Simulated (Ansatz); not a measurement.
Set up this calculation in Ansatz 0.2.0, as the native input.

```
Task                : relaxation of cell and atoms
Functional          : PBEsol
Dispersion          : D3(BJ)
Potentials or basis : all-electron LAPW, scalar-relativistic
Basis error allowed : 0.001 eV/atom
k mesh              : 10 × 10 × 10
Occupations         : fermi-dirac, width 0.05 eV
Spin                : no spin polarisation
```

Crystal: SiC (Moissanite 3C).

```
Si C
1.0
     0.00000    2.17900    2.17900
     2.17900    0.00000    2.17900
     2.17900    2.17900    0.00000
Si C
1 1
Direct
  0.00000 0.00000 0.00000
  0.75000 0.75000 0.75000
```

One way to write it, as run:

input.yaml

```yaml
crystal:
  lattice:
    - [0.0, 2.179, 2.179]
    - [2.179, 0.0, 2.179]
    - [2.179, 2.179, 0.0]
  atoms:
    - { symbol: Si, position: [0.0, 0.0, 0.0] }
    - { symbol: C, position: [0.75, 0.75, 0.75] }
kpoints:
  mp_grid: { grid: [10, 10, 10] }
scf:
  occupations: { method: fermi_dirac, width: 0.05 }
hamiltonian:
  xc: pbesol
  dispersion: d3bj
  pseudopotentials: { kind: all_electron, lapw: { basis_error: 0.001 } }
output:
  forces: true
  stress: true
relax:
  f_tol: 0.01
  max_steps: 60
  cell: {}
```

Potentials or basis: all-electron LAPW, scalar-relativistic.

Launch:

```console
$ ansatz run input.yaml --threads 1 --pin off --max-ram 3072MiB --backend cpu --events-out ev --progress --plain --runs-dir out
```

Results of the run:

```json
{
  "Relaxed volume": "10.16 Å³/atom",
  "Relaxed cell": "a = 3.063 Å, b = 3.063 Å, c = 3.063 Å, α = 60.00°, β = 60.00°, γ = 60.00°",
  "Space group after relaxing (to 0.05 Å)": "F-43m (No. 216)",
  "Energy gained by relaxing": "2.4 meV/atom",
  "Ionic steps": "5",
  "Pressure after relaxing": "0.0 GPa",
  "Band gap on the k mesh": "1.23 eV"
}
```

Wall time 20 s on 1 thread of Arm Neoverse V1, with other jobs on the host, peak memory 0.3 GiB.
